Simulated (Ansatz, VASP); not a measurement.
## FeO (Wuestite) in VASP and in Ansatz

```
Fe O
1.0
     0.00000    2.18376    2.18376
     2.18376    0.00000    2.18376
     2.18376    2.18376    0.00000
Fe O
1 1
Direct
  0.00000 0.00000 0.00000
  0.50000 0.50000 0.50000
```

Change from the starting cell: volume scaled by 1.04.

Alike in both runs: task single point; functional LDA; k mesh 11 × 11 × 11; occupations fermi-dirac, width 0.05 eV; collinear spin.

|  | VASP | Ansatz |
| --- | --- | --- |
| version | VASP 6.6.1 | Ansatz 0.2.0 |
| potentials or method | VASP PAW LDA potentials, release 64 (Fe, O), cutoff 520 eV | all-electron LAPW, scalar-relativistic |

Ansatz gave:

| Item | Value |
| --- | --- |
| gap on the k mesh at the Fermi level (eV) | none |
| pressure (GPa) | -21.2 |
| net moment per atom (μB) | 2.00 |
| size of the moment on the site where the two differ most (μB) | 3.60 |

Estimate VASP's values.

gap on the k mesh at the Fermi level (eV): none; pressure (GPa): -21.1; net moment per atom (μB): 2.00; size of the moment on the site where the two differ most (μB): 3.58.

Site moments also hang on the region over which each program counts them. A gap of «none» marks a metal or a gap that the smearing closes. Ansatz ran all-electron here, so the differences hold the error of VASP's frozen core and of both bases.

Caveats: a cell with one magnetic atom can't hold antiferromagnetic order, which such compounds often take; semilocal functionals often make such compounds metallic where correlation or magnetic order opens a gap, which also shifts bond lengths; so large a pressure means that the cell lies far from this level's equilibrium, or that cutoff or potentials fall short (VASP).
